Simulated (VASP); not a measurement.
Given:

```
CELL_PARAMETERS angstrom
      0.00000     2.99969     2.99969
      2.99969     0.00000     2.99969
      2.99969     2.99969     0.00000
ATOMIC_POSITIONS crystal
  Li 0.00000 0.00000 0.00000
  I  0.50000 0.50000 0.50000
```

Computed with HSE06 screened hybrid, VASP's PBE PAW potentials (set 64) (plane waves; VASP). Run with 400 eV cut-off, 5×5×5 Γ-centred mesh shifted by (0.5, 0.5, 0.5), Gaussian smearing of 0.010 eV, potentials Li_sv I.

**Question.** Predict the energy per atom (σ→0).

**Answer.** 
```yaml
energy per atom (σ→0): -3.370 eV/atom
```

The structure comes from a computed database's LiI entry; how it stands against other phases isn't given here. The cell was not relaxed at this level.
